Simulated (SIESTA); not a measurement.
# Hg in SIESTA: the effect of functional

Crystal: Hg, a slab with vacuum.

```
Hg
1.0
     2.99688    0.00000    0.00000
     0.99954    2.82528    0.00000
     0.00000    0.00000   25.94196
Hg
5
Cartesian
  2.9969 2.1187 7.5000
  1.9973 1.4120 10.2355
  0.9978 0.7054 12.9710
  3.9947 2.8241 15.7065
  2.9952 2.1174 18.4420
```

The slab is cut from a database's or a generator's crystal, which needn't be the stable form of the element.

Alike in all runs:

```yaml
Program: SIESTA 5.4.2
Task: single point
Basis: DZP (energy shift 0.003 Ry; two zetas on semicore shells)
Grid_cutoff: 800 Ry
Energy_shift: 0.003 Ry
k_mesh: 9 × 9 × 1
Occupations: fermi-dirac, width 0.05 eV
Spin: no spin polarisation
```

Q: One run gave: largest force 0.25 eV/Å. Which functional did it use?
A. WC
B. PBEsol
C. AM05
D. RPBE
E. PW91

A: D.

```csv
functional,potentials or basis,largest force (eV/Å)
LDA,PseudoDojo 0.4 standard (LDA files),0.29
PBEsol,PseudoDojo 0.4 standard (PBEsol files),0.16
AM05,PseudoDojo 0.4 standard (PBEsol files),0.15
WC,PseudoDojo 0.4 standard (PBEsol files),0.14
PBE,PseudoDojo 0.4 standard (PBE files),0.13
PW91,PseudoDojo 0.4 standard (PBE files),0.13
revPBE,PseudoDojo 0.4 standard (PBE files),0.21
RPBE,PseudoDojo 0.4 standard (PBE files),0.25
BLYP,PseudoDojo 0.4 standard (PBE files),0.42
```

Caveats: the potentials were made for another functional, which shifts forces and pressure (some runs).

Not every run made on this cell is shown here.
